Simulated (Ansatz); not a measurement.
# Y2NOS MXene monolayer in a perpendicular field, part 2 of 2

Wanted: the out-of-plane response of the Y2NOS MXene monolayer. A positive field points along +c.

Ansatz 0.2.0; plane-wave DFT, PBE-D3(BJ), Ansatz PAW (set soft_1); PAW set soft_1.

So far. Step 2 (Relaxation): The lattice constant a goes from 3.406 to 3.511 Å.

## 3. Atoms held, field 0

A sawtooth potential applies the field, turning back in the middle of the vacuum. With the dipole correction the typed value is the field outside the slab. The induced dipole is small, so the SCF threshold is tight.

The cell differs from the one that the last finished run ended in (c 42.847 → 23.545 Å).

Input file input.yaml:

```yaml
crystal:
  lattice:
    - [3.5109970246, 0.0, 0.0]
    - [-1.7554985123, 3.0406126159, 0.0]
    - [0.0, 0.0, 23.5447685152]
  atoms:
    - { symbol: S, position: [0.3333333333, 0.6666666667, 0.3822505197] }
    - { symbol: "Y", position: [0.6666666667, 0.3333333333, 0.4653378819] }
    - { symbol: "N", position: [0.0, 0.0, 0.5138658162] }
    - { symbol: "Y", position: [0.3333333333, 0.6666666667, 0.5867447384] }
    - { symbol: O, position: [0.6666666667, 0.3333333333, 0.6177494803] }
kpoints:
  mp_grid: { grid: [18, 18, 1] }
  band_path:
    path: [[0, 0, 0], [0.5, 0, 0], [0.33333333, 0.33333333, 0], [0, 0, 0]]
    npoints: 16
hamiltonian:
  xc: pbe
  dispersion: d3bj
  pseudopotentials: { kind: paw, azcp: { folder: soft_1 } }
scf:
  occupations: { method: fermi_dirac, width: 0.02585 }
  convergence: { dr2_threshold: 1.0e-10 }
efield:
  axis: 3
  dipole_correction: true
  ramp_position: 0.97
  ramp_width: 0.06
  amplitude: 0
output:
  dos: { projected: true, e_range: [-6, 5] }
  write_potential: true
  write_density: true
  volumetric_format: npy
  elf: true
```

On the command line:

```
> ansatz run input.yaml --threads 2 --pin off --max-ram 3072MiB --backend cpu --events-out ev --progress --plain --runs-dir out
```

Numbers of over 12 decimals in the logs are rounded to 6 here.

Output:

```text
[...]
Crystal: 5 atoms, lattice volume = 251.354 Å³
Basis set: ecut = 420 eV, 4861 PW (Γ)
Bands: 25, of which v1, the nominal top of the filled ones, is band 20 counted from 1 (19 counted from 0)
Symmetry: 6 space group operations
[...]
k-points: 37 of 324 (time reversal used)
[...]
SCF iter   1: F=—  HF=-9564.622532 eV  |F-HF|=—  |Δ(HF+E_count)|=         —  Δρ=8.01e-2  dr2=2.41e1  ethr=3.10e-3  p=-0.000 e·Å  D=-2.59e-7 V/Å  ΔV_dip=0.00 eV  dr2_dipole=5.18e-1  V_vac-E_F(+/−)=8.38/8.38 eV  ⟨swp⟩=9.1  Hψ=5310  notcnv=0
efield: sawtooth ramp at fractional position 0.9700 (set: `efield.ramp_position`, or a place that a band, a saddle search or an elastic batch's reference lends), width 0.0600; the density the first Hamiltonian is built on has a dipole p = -0.000 e·Å; the dipole correction subtracts the counter field D = -2.59e-7 V/Å, which shifts the + side's vacuum level by +0.00 eV against the − side's; the planar-averaged density in the ramp window peaks in size at 1.3e-6 e/Å³
[...]
SCF iter   2: F=—  HF=-9591.347110 eV  |F-HF|=—  |Δ(HF+E_count)|=    2.67e1  Δρ=2.34e-1  dr2=2.31e2  ethr=3.10e-3  p=0.014 e·Å  D=9.84e-3 V/Å  ΔV_dip=-0.23 eV  dr2_dipole=2.69e1  V_vac-E_F(+/−)=1.89/2.12 eV  ⟨swp⟩=8.0  Hψ=3609  notcnv=0  defer=47  recentre
[...]
SCF iter  16: F=-9558.931483 eV  HF=-9558.931483 eV  |F-HF|=1.82e-12  |Δ(HF+E_count)|=  8.73e-11  Δρ=7.24e-8  dr2=1.04e-11  ethr=1.00e-12  p=0.072 e·Å  D=5.18e-2 V/Å  ΔV_dip=-1.22 eV  dr2_dipole=9.19e-14  V_vac-E_F(+/−)=6.05/7.27 eV  ⟨swp⟩=14.4  Hψ=4427  notcnv=0
SCF 1 converged in 16 iterations: F = -9558.931483 eV  dr2 = 1.04e-11
[...]
NSCF: frozen V_eff on 49 k-points
efield: sawtooth ramp at fractional position 0.9700 (kept from the solve that this one continues, or follows in the run), width 0.0600; the density the first Hamiltonian is built on has a dipole p = 0.072 e·Å; the dipole correction subtracts the counter field D = 5.18e-2 V/Å, which shifts the + side's vacuum level by -1.22 eV against the − side's; the planar-averaged density in the ramp window peaks in size at 1.7e-6 e/Å³
[...]
SCF converged after 16 iterations
Free energy (F): -9558.931483 eV
[...]
Internal energy: -9558.926270 eV  (E = F + TS)
E sigma→0 (E₀):  -9558.928877 eV
Entropy (-TS):   -0.005212 eV (-1.042 meV/atom)
Fermi energy:    -1.558816 eV
Dipole field:    D = 0.051801 V/Å  (p = 0.071955 e·Å, saw-weighted, corrected)
Work function:   Φ+ = 6.0538 eV   Φ− = 7.2734 eV
Levels:          The Fermi level and band energies are counted from a zero that moves with the ramp; work functions are not
[...]
--- Band table (eV; the first three rows and the last of 37) ---
  k-point 0: bands = [... 16 lower, -2.5104, -2.1127, -0.7124, -0.7124, 2.7795, 3.0156, 3.0156, 3.0996, ... 1 higher]
  k-point 1: bands = [... 16 lower, -2.5026, -1.9965, -0.8870, -0.7574, 2.7404, 3.0247, 3.0596, 3.1135, ... 1 higher]
  k-point 2: bands = [... 16 lower, -2.4832, -1.8459, -1.3329, -0.8763, 2.5402, 3.0427, 3.1813, 3.2531, ... 1 higher]
  k-point 36: bands = [... 16 lower, -3.0041, -2.4914, -2.4553, -2.1112, 2.8030, 2.9138, 3.4875, 3.9716, ... 1 higher]
```

It took 33 s on 2 threads of Arm Neoverse V1, shared host; peak memory 0.58 GiB; 65 s of CPU time.

This step gave:

| Item | Value |
| --- | --- |
| energy at zero smearing | -9558.9289 eV |
| work function, upper face | 6.054 eV |
| work function, lower face | 7.273 eV |
| dipole along the normal | 0.07195 e·Å |
| step between the vacuum levels | -1.220 eV |

Running mean over a fixed 2.5 Å (it still follows the layers) of the planar mean; the ramp of the sawtooth is left out. The electron's electrostatic potential energy less the Fermi level by z:

```csv
z (Å),electron's electrostatic potential energy less the Fermi level (eV)
3,7.27
4,7.27
5,7.27
6,7.25
7,6.75
8,2.79
9,-0.856
10,-5.78
11,-6.91
12,-5.73
13,-6.21
14,-6.76
15,-2.18
16,4.54
17,5.99
18,6.05
19,6.05
20,6.05
```

The density of states has structure finer than the step of the table below, so its rows give means over 0.2 eV, whole bins alone (the curve runs from -6 to 1.99 eV). Peaks (eV: height): -2.97: 14.1, -2.33: 10.2, -2.17: 11.3, -1.86: 12.7, -1.56: 24.1, -1.23: 14.9, -0.84: 11.7.

The density of states by energy, zero at the Fermi level; means over each step:

```csv
energy (eV),density of states (states/eV a cell)
-3.4,0
-3.2,1.12
-3.0,4.86
-2.8,2.86
-2.6,4.20
-2.4,5.67
-2.2,7.19
-2.0,6.02
-1.8,8.02
-1.6,8.94
-1.4,1.21
-1.2,6.92
-1.0,5.71
-0.8,6.97
-0.6,4.89
-0.4,5.00
-0.2,4.53
0.0,2.50
0.2,1.56
0.4,0.963
0.6,0.746
0.8,0.426
1.0,0
```

Projected DOS per atom over height of the atomic layer and energy from the Fermi level. Layers: S Y N Y O from below.

Ten even steps from '0' (0.00 states/eV) to '9' (3.35 states/eV), each cell a mean:
```
00000
00000
00000
10000
20000
50100
60501
42802
53602
32313
41229
31228
31125
01125
00000
00000
00000
00000
00000
00000
00000
00000
```
Columns: height of the atomic layer (Å) from 9 to 14.5 (not evenly spaced); rows upwards: energy from the Fermi level (eV) from -5.96 to 1.96.

The electronic bands at the labelled points (eV, zero at the Fermi level):

```csv
point,band 16,band 17,band 18,band 19,band 20,band 21,band 22,band 23
Γ,-0.95,-0.95,-0.55,0.85,0.85,4.34,4.57,4.57
halfway,-1.39,-0.94,-0.89,-0.27,0.31,3.44,4.59,5.32
M,-1.52,-1.03,-0.95,-0.62,0.09,3.06,5.54,5.69
halfway,-1.55,-1.23,-0.86,-0.77,-0.41,3.51,5.25,5.53
K,-1.63,-1.45,-0.93,-0.90,-0.55,4.36,4.47,5.05
halfway,-1.62,-1.27,-0.62,-0.31,-0.12,3.64,4.22,5.54
Γ,-0.95,-0.95,-0.55,0.85,0.85,4.34,4.57,4.57
```

Valence density in the ca plane at fractional y = 0.333, with atoms of Y and O within 0.2 Å of it. It is the smooth field of the valence electrons, not physical close to the nuclei.

Values in e/Å³, 5 rows by 16 columns, each cell a mean:
```
0.0 0.0 0.1 0.2 1.1 1.2 0.1 0.2 1.3 0.2 0.0 0.0 0.0 0.0 0.0 0.0
0.0 0.0 0.0 0.1 2.3 2.5 0.1 0.5 5.2 0.7 0.0 0.0 0.0 0.0 0.0 0.0
0.0 0.0 0.1 0.1 1.2 1.3 0.1 0.2 1.4 0.3 0.0 0.0 0.0 0.0 0.0 0.0
0.0 0.0 0.2 0.3 0.2 0.2 0.2 0.3 0.2 0.0 0.0 0.0 0.0 0.0 0.0 0.0
0.0 0.0 0.2 0.3 0.1 0.2 0.3 0.3 0.2 0.0 0.0 0.0 0.0 0.0 0.0 0.0
```
Columns run along c (16.0 Å, from fractional 0.26 to 0.94 of the cell), rows up along a (3.5 Å). Atoms in or near the plane, at fractional coordinates: Y at (0.47, 0.67), O at (0.62, 0.67).

ELF in the ca plane at fractional y = 0.333, with atoms of Y and O within 0.2 Å of it. It is the smooth field of the valence electrons, not physical close to the nuclei.

Values, 5 rows by 16 columns, each cell a mean:
```
0.00 0.05 0.27 0.28 0.54 0.53 0.15 0.22 0.67 0.53 0.09 0.00 0.00 0.00 0.00 0.00
0.00 0.01 0.05 0.10 0.70 0.72 0.11 0.47 0.62 0.66 0.13 0.01 0.00 0.00 0.00 0.00
0.00 0.04 0.25 0.26 0.57 0.56 0.14 0.24 0.69 0.54 0.09 0.00 0.00 0.00 0.00 0.00
0.01 0.24 0.68 0.66 0.17 0.31 0.45 0.20 0.17 0.11 0.02 0.00 0.00 0.00 0.00 0.00
0.01 0.26 0.70 0.68 0.17 0.33 0.47 0.21 0.15 0.09 0.01 0.00 0.00 0.00 0.00 0.00
```
Columns run along c (16.0 Å, from fractional 0.26 to 0.94 of the cell), rows up along a (3.5 Å). Atoms in or near the plane, at fractional coordinates: Y at (0.47, 0.67), O at (0.62, 0.67).

Electrostatic potential energy in the ca plane at fractional y = 0.333, with atoms of Y and O within 0.2 Å of it. With pseudopotentials it is smooth inside the atoms' cores, unlike the true potential.

Values in eV, 5 rows by 16 columns, each cell a mean:
```
  5   5   5   5   5   5   4   1 -18 -27  -2   0 -10   2   5   5
  5   5   5   5   5   5   5   0 -32 -41  -6   1 -34  -8   5   5
  5   5   5   5   5   5   4   1 -20 -29  -2   0 -11   1   5   5
  5   5   5   5   5   5   2  -1  -1  -2   1  -6  -5   3   5   5
  5   5   5   5   5   5   2  -1  -1  -1   1  -6  -6   3   4   5
```
Columns run along c (16.0 Å, from fractional 0.08 to 0.76 of the cell; values clipped at the 3rd and 97th percentile), rows up along a (3.5 Å). Atoms in or near the plane, at fractional coordinates: Y at (0.47, 0.67), O at (0.62, 0.67).

The work function of the upper face is 6.05 eV.

## 4. Atoms held, field 0.1 V/Å

Changes to input.yaml since step 3:

```diff
@@ -26,7 +26,6 @@
   dipole_correction: true
-  ramp_position: 0.97
-  ramp_width: 0.06
-  amplitude: 0
+  ramp_position: 0.952
+  ramp_width: 0.1011
+  amplitude: 0.1
 output:
-  dos: { projected: true, e_range: [-6, 5] }
   write_potential: true
@@ -34,2 +33 @@
   volumetric_format: npy
-  elf: true
```

Output:

```text
[...]
Crystal: 5 atoms, lattice volume = 251.354 Å³
Basis set: ecut = 420 eV, 4861 PW (Γ)
Bands: 25, of which v1, the nominal top of the filled ones, is band 20 counted from 1 (19 counted from 0)
Symmetry: 6 space group operations
[...]
k-points: 37 of 324 (time reversal used)
[...]
k-point 0: bands = [... 16 lower, -2.5303, -2.1364, -0.7452, -0.7452, 2.7806, 2.9979, 2.9979, 3.1002, ... 1 higher]
  k-point 1: bands = [... 16 lower, -2.5224, -2.0214, -0.9198, -0.7903, 2.7249, 3.0361, 3.0420, 3.1083, ... 1 higher]
  k-point 2: bands = [... 16 lower, -2.5028, -1.8720, -1.3658, -0.9091, 2.5199, 3.0387, 3.1641, 3.2813, ... 1 higher]
  k-point 36: bands = [... 16 lower, -3.0044, -2.5078, -2.4938, -2.1196, 2.7975, 2.8921, 3.4729, 3.9590, ... 1 higher]
[key lines of the parts left out:]
SCF converged after 15 iterations
Free energy (F): -9558.940664 eV
Fermi energy:    -1.590174 eV
Dipole field:    D = 0.080392 V/Å  (p = 0.111670 e·Å, saw-weighted, corrected)
```

It took 31 s on 2 threads; peak memory 0.56 GiB.

The dipole is 0.112 e·Å, 0.0397 e·Å from its value without field.

## 5. Single point, field -0.1 V/Å

Changes to input.yaml since step 4:

```diff
@@ -28,3 +28,3 @@
   ramp_width: 0.1011
-  amplitude: 0.1
+  amplitude: -0.1
 output:
```

Output:

```text
[...]
Crystal: 5 atoms, lattice volume = 251.354 Å³
Basis set: ecut = 420 eV, 4861 PW (Γ)
Bands: 25, of which v1, the nominal top of the filled ones, is band 20 counted from 1 (19 counted from 0)
Symmetry: 6 space group operations
[...]
k-points: 37 of 324 (time reversal used)
[...]
k-point 0: bands = [... 16 lower, -2.4850, -2.0827, -0.6738, -0.6738, 2.7700, 3.0385, 3.0385, 3.1028, ... 1 higher]
  k-point 1: bands = [... 16 lower, -2.4773, -1.9655, -0.8484, -0.7188, 2.7557, 3.0022, 3.0824, 3.1280, ... 1 higher]
  k-point 2: bands = [... 16 lower, -2.4579, -1.8139, -1.2941, -0.8377, 2.5655, 3.0419, 3.2037, 3.2180, ... 1 higher]
  k-point 36: bands = [... 16 lower, -2.9974, -2.4694, -2.4108, -2.0966, 2.8132, 2.9405, 3.5074, 3.9903, ... 1 higher]
[key lines of the parts left out:]
SCF converged after 16 iterations
Free energy (F): -9558.926272 eV
Fermi energy:    -1.521563 eV
Dipole field:    D = 0.023225 V/Å  (p = 0.032261 e·Å, saw-weighted, corrected)
```

Elapsed: 31 s, on 2 threads; peak memory 0.56 GiB; 62 s of CPU time.

The dipole is 0.0323 e·Å, -0.0397 e·Å from its value without field.

## 6. Response, atoms held

This step: plane-wave DFT, PBE-D3(BJ), Ansatz PAW (set soft_1); response to a field along the normal, atoms held; PAW set soft_1 (Ansatz 0.2.0).

The dipoles give the slope, and the difference of two potentials shows where the field is screened.

This step gave:

```yaml
equivalent_conductor_thickness_p_eps_0ae: 6.730 Å
distance_between_the_outer_atoms: 5.545 Å
```

The dipole of the cell by applied field:

```csv
applied field (V/Å),dipole of the cell (e·Å)
-0.1000,0.0323
0.0000,0.0720
0.1000,0.112
```

Local field over the applied field, running mean. From the potentials at -0.1 and 0.1 V/Å; running mean over 2.5 Å. The local field over applied field by z:

z (Å), local field over applied field and a bar:
```
      4.5      0.999 ##############################
      5.0      0.998 ##############################
      5.5      0.993 ##############################
      6.0      0.977 #############################
      6.5      0.936 ############################
      7.0      0.843 #########################
      7.5      0.699 #####################
      8.0      0.528 ###############
      8.5      0.345 ##########
      9.0      0.190 #####
      9.5      0.096 ##
     10.0      0.053 #
     10.5      0.033 
     11.0      0.043 
     11.5      0.069 #
     12.0      0.103 ##
     12.5      0.133 ###
     13.0      0.156 ####
     13.5      0.186 #####
     14.0      0.232 ######
     14.5      0.313 #########
     15.0      0.441 #############
     15.5      0.605 ##################
     16.0      0.759 #######################
     16.5      0.883 ##########################
     17.0      0.953 #############################
     17.5      0.984 ##############################
     18.0      0.995 ##############################
     18.5      0.998 ##############################
     19.0      1.000 ##############################
```

The induced electron density oscillates, so the rows of the table below give means over windows of 1.18 Å about each position, cut where the curve ends. Its maxima inside the range that stand out by 2 % of the span (Å: e/Å³ per V/Å): 8.1: 0.00350, 9.1: 0.00160, 11.2: 6.1e-4, 12.4: -7.0e-4, 13.5: 0.00127, 14.7: -0.00135. Its minima: 8.8: 0.00136, 10.2: -7.7e-4, 12.1: -0.00134, 12.8: -0.00127, 14.4: -0.00184, 15.3: -0.00334.

Electrons, planar mean, per unit field. Induced electron density against z; means over each step:

```csv
z (Å),induced electron density (e/Å³ per V/Å)
4.71,5.5e-6
5.89,1.0e-4
7.07,0.00116
8.25,0.00267
9.43,6.7e-4
10.61,-9.5e-5
11.79,-4.2e-4
12.97,-3.2e-4
14.15,-3.8e-4
15.33,-0.00259
16.51,-7.3e-4
17.69,-6.2e-5
18.87,-3.7e-6
```

By hand: between -0.1 and 0.1 V/Å the dipole changes by 0.07941 e·Å, a slope of 0.3970 e·Å²/V. A perfect conductor of thickness t has p = ε₀AEt, so t = 180.95 × 0.3970 / 10.676 = 6.73 Å (e/ε₀ = 180.95 V·Å, A in Å²).

The induced dipole is that of a conductor 6.73 Å thick.

## 7. Results

```yaml
gap_without_field: none
work_function_upper_face: 6.05 eV
step_between_the_vacuum_levels: -1.22 eV
equivalent_conductor_thickness_atoms_held: 6.73 Å
```

What this shows: The induced dipole equals that of a perfect conductor 6.73 Å thick, while the outer atoms lie 5.54 Å apart. The two faces differ: the vacuum level above lies 1.22 eV lower than the one below. There is no gap over 0.03 eV, with or without the field. The first relaxation ran with spin and lost its moment, and the later runs have none; other magnetic states were not tried. Spin-orbit coupling is left out. The MXene's terminations sit over the metal atoms of its far layer; the site over carbon or nitrogen, which some compounds prefer, was not run.

[Logs are printed without paths, hosts, clocks, repeated set-up lines and the standing remarks that a program may print on its own settings, such as how far it seeks lower states.]

[Hosts, paths, dates, database ids (printed as entryN), source tags and the programs' standing remarks are cut or masked in the printed files.]

[Maps of the electrostatic potential energy from Ansatz leave out the sawtooth potential of an applied field or a dipole correction, so their vacuum need not be flat; planar profiles and work functions include it.]

[The density of states shown here was stored with 400 of the rows of the run's finer table, so its peaks can read low, often by over a quarter, or be missed, and its means over a window can be off by a tenth or more.]
